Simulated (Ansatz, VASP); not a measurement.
This is a calculation of W for Ansatz 0.2.0.

File input.yaml:

```yaml
crystal:
  lattice:
    - [0.0, 2.0567135898, 2.0567135898]
    - [2.0567135898, 0.0, 2.0567135898]
    - [2.0567135898, 2.0567135898, 0.0]
  atoms:
    - { symbol: W, position: [0.0, 0.0, 0.0] }
hamiltonian:
  xc: pbesol
  pseudopotentials: { kind: paw }
kpoints:
  mp_grid: { grid: [11, 11, 11] }
scf:
  occupations: { method: fermi_dirac, width: 0.05 }
output:
  forces: true
  stress: true
  eigenvalues: true
```

Potentials or basis: Ansatz PAW.

Launch:

```sh
$ ansatz run input.yaml --threads 1 --pin off --max-ram 3584MiB --backend cpu --events-out ev --progress --plain --runs-dir out
```

Question: Translate it to VASP 6.6.1. Potentials there: VASP PAW PBE potentials, release 64 (W_sv).

Answer: As run (the cutoff follows the program's own potentials):

INCAR

```
SYSTEM = W
ALGO     = Normal         ! electronic algorithm
EDIFF    = 1E-7           ! SCF threshold, eV
ENCUT    = 520            ! plane-wave cutoff, eV
GGA      = PS             ! functional
ISIF     = 2              ! what is computed and relaxed
ISMEAR   = -1             ! smearing method
LASPH    = .True.         ! aspherical terms in the spheres
LCHARG   = .False.        ! write CHGCAR
LREAL    = .False.        ! projectors in reciprocal space
LWAVE    = .False.        ! write WAVECAR
NBANDS   = 13             ! bands
NELM     = 80             ! most SCF steps
PREC     = Accurate       ! precision mode
SIGMA    = 0.05           ! smearing width, eV
```

Contents of KPOINTS:

```
k-points
0
Gamma
  11 11 11
  0 0 0
```

Contents of POSCAR:

```
W
1.0
    0.0000000000      2.0567135898      2.0567135898
    2.0567135898      0.0000000000      2.0567135898
    2.0567135898      2.0567135898      0.0000000000
W
1
Direct
    0.0000000000      0.0000000000      0.0000000000
```

Potentials or basis: VASP PAW PBE potentials, release 64 (W_sv).

Launch:

```console
$ cat potpaw_PBE.64/W_sv/POTCAR > POTCAR
$ mpirun -np 1 vasp_std > vasp.out
```

Both were run:

|  | VASP | Ansatz | Ansatz less VASP |
| --- | --- | --- | --- |
| gap on the k mesh at the Fermi level (eV) | none | none | - |
| pressure (GPa) | -21.6 | -21.9 | -0.32 |

A gap of «none» marks a metal or a gap that the smearing closes. With one functional, cell and mesh, what is left measures potentials, basis and numerics.

Caveats: the PAW data sets were made with another functional, which shifts forces and pressure a little (VASP); the PAW data sets come from PBE, with cores solved anew for the run's functional, which leaves a small shift of forces and pressure (Ansatz). Spin-orbit coupling is left out, which matters for the levels of W.
